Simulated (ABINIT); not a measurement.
LiF (Griceite):

```
F Li
1.0
     0.00000    2.01400    2.01400
     2.01400    0.00000    2.01400
     2.01400    2.01400    0.00000
F Li
1 1
Direct
  0.50000 0.50000 0.50000
  0.00000 0.00000 0.00000
```

Program: ABINIT 10.8.3 (patched build). Alike in all runs: task band structure; no spin polarisation; cell as given; k mesh 11 × 11 × 11; smearing fermi-dirac 0.05 eV.

Order these runs on this cell by their pressure, lowest first.
A. level PBE; potentials or basis JTH PAW PBE v2.0; cutoff (eV) 626; fine-grid cutoff 1224.51 eV
B. level LDA; potentials or basis JTH PAW LDA v2.0; cutoff (eV) 626; fine-grid cutoff 1224.51 eV
C. level PBEsol; potentials or basis PseudoDojo NC SR PBEsol v0.4.1 standard; cutoff (eV) 1143

B (-6.5 GPa), C (-1.4 GPa), A (1.8 GPa).

Not every run made on this cell is shown here.
